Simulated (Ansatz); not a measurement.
Runs of Ansatz 0.2.0 on ZrN. It takes space group Fm-3m (No. 225, cubic). The conventional cell has a = 4.600 Å, b = 4.600 Å, c = 4.600 Å, α = 90.00°, β = 90.00°, γ = 90.00°. Zr (site symmetry m-3m) is surrounded by 6 N at 2.30 Å. N (site symmetry m-3m) has 6 Zr at 2.30 Å as nearest neighbours. 

```tsv
task	level	spin	cell	k mesh	cutoff (eV)	points for each segment of the path	pressure (GPa)	relaxed volume (Å³/atom)
relaxation of cell and atoms	RPBE+D3(BJ)	off	relaxed	10 × 10 × 10	420	-	0.0	10.70
relaxation of cell and atoms	PBEsol+D4	off	relaxed	10 × 10 × 10	420	-	0.0	11.67
relaxation of cell and atoms	PBEsol+D3(BJ)	off	relaxed	10 × 10 × 10	420	-	0.0	(a)
band structure	r2SCAN	SOC, no magnetisation	as given	7 × 7 × 7	500	14	-2.1	-
```

Alike in all rows: potentials or basis Ansatz PAW; smearing fermi-dirac 0.05 eV.

Problem. Estimate the missing entries.

Solution. (a) 11.54.

Caveats: the PAW data sets come from PBE, with cores solved anew for the run's functional, which leaves a small shift of forces and pressure; the plane-wave basis is chosen anew once the cell has moved, so the energies of steps on either side of that aren't comparable (some runs); the volume moved by -12 % from the deposited cell, more than functionals usually miss (some runs).

Runs at the PBE level aren't shown here.
